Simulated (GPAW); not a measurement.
**TiCo3: relaxation of cell and atoms with PBEsol**

Crystal: TiCo3.

```xyz
4
Lattice="3.5710 0.0000 0.0000 0.0000 3.5710 0.0000 0.0000 0.0000 3.5710" Properties=species:S:1:pos:R:3 pbc="T T T"
Co    1.7855    1.7855    0.0000
Co    1.7855    0.0000    1.7855
Co    0.0000    1.7855    1.7855
Ti    0.0000    0.0000    0.0000
```

* Program: GPAW 26.7.0
* Task: relaxation of cell and atoms
* Functional: PBEsol
* Potentials or basis: PAW data sets generated in the run's folder for this functional
* Cutoff: 600 eV
* Basis: pw
* k mesh: 6 × 6 × 6
* Occupations: fermi-dirac, width 0.05 eV
* Spin: collinear spin, ferromagnetic start
* Starting moments: [2.0, 2.0, 2.0, 1.0] μB
* Maxiter: 150
* Optimizer: BFGS
* Fmax: 0.02 eV/Å
* Max steps: 60
* Convergence: density=1e-05 forces=0.0001

- Relaxed volume: 11.19 Å³/atom
- Relaxed cell: a = 3.551 Å, b = 3.551 Å, c = 3.551 Å, α = 90.00°, β = 90.00°, γ = 90.00°
- Space group after relaxing (to 0.05 Å): Pm-3m (No. 221)
- Energy gained by relaxing: 0.1 meV/atom
- Ionic steps: 3
- Pressure after relaxing: 0.0 GPa
- Band gap on the k mesh: none (metal or under the smearing width)
- Net moment: 2.51 μB per cell
- Site moments: Co +0.99; Ti -0.27 μB

Step by step:
```tsv
step	energy change (eV)	largest force (eV/Å)	pressure (GPa)	volume (Å³)
1	0.0000	0.0000	-3.48	45.54
2	-0.0014	0.0000	-2.94	45.42
3	-0.0004	0.0000	0.02	44.78
```

Final structure:
```yaml
crystal:
  lattice:
    - [3.55106, 0.00000, 0.00000]
    - [0.00000, 3.55106, 0.00000]
    - [0.00000, 0.00000, 3.55106]
  atoms:
    - { symbol: Co, position: [0.50000, 0.50000, 0.00000] }
    - { symbol: Co, position: [0.50000, 0.00000, 0.50000] }
    - { symbol: Co, position: [0.00000, 0.50000, 0.50000] }
    - { symbol: Ti, position: [0.00000, 0.00000, 0.00000] }
```

Levels at points of the mesh, in eV from the Fermi level:
Spin up:
| k point | band 17 | band 18 | band 19 | band 20 | band 21 | band 22 | band 23 | band 24 | band 25 | band 26 |
| --- | --- | --- | --- | --- | --- | --- | --- | --- | --- | --- |
| (0.00, 0.00, 0.00) | -0.21 | 0.10 | 0.10 | 0.10 | 2.35 | 2.35 | 3.18 | 3.18 | 3.18 | 3.55 |
| (0.50, 0.00, 0.00) | -1.16 | -1.09 | -1.09 | -0.63 | 0.10 | 1.13 | 1.13 | 1.74 | 2.56 | 3.45 |
| (0.50, 0.50, 0.00) | -1.51 | -1.51 | -1.45 | -0.95 | -0.85 | 1.68 | 1.68 | 1.72 | 1.72 | 2.41 |
| (0.50, 0.50, 0.50) | -0.36 | -0.14 | -0.14 | -0.14 | 0.70 | 0.70 | 0.70 | 1.92 | 1.92 | 1.92 |
Spin down:
| k point | band 15 | band 16 | band 17 | band 18 | band 19 | band 20 | band 21 | band 22 |
| --- | --- | --- | --- | --- | --- | --- | --- | --- |
| (0.00, 0.00, 0.00) | 0.41 | 0.41 | 1.01 | 1.19 | 1.19 | 1.19 | 2.76 | 2.76 |
| (0.50, 0.00, 0.00) | -0.69 | -0.37 | -0.23 | -0.23 | -0.05 | 0.59 | 1.19 | 1.21 |
| (0.50, 0.50, 0.00) | -1.45 | -1.29 | -0.44 | -0.37 | -0.37 | -0.07 | 0.08 | 1.73 |
| (0.50, 0.50, 0.50) | -0.77 | -0.77 | -0.27 | 0.62 | 0.62 | 0.62 | 1.00 | 1.00 |

It took 2.8 min on 1 thread of Arm Neoverse V2, with other jobs on the host, peak memory 0.24 GiB.

Caveat: each step starts from the last one's moments, so a moment once lost doesn't come back; later steps reuse the first step's grids.
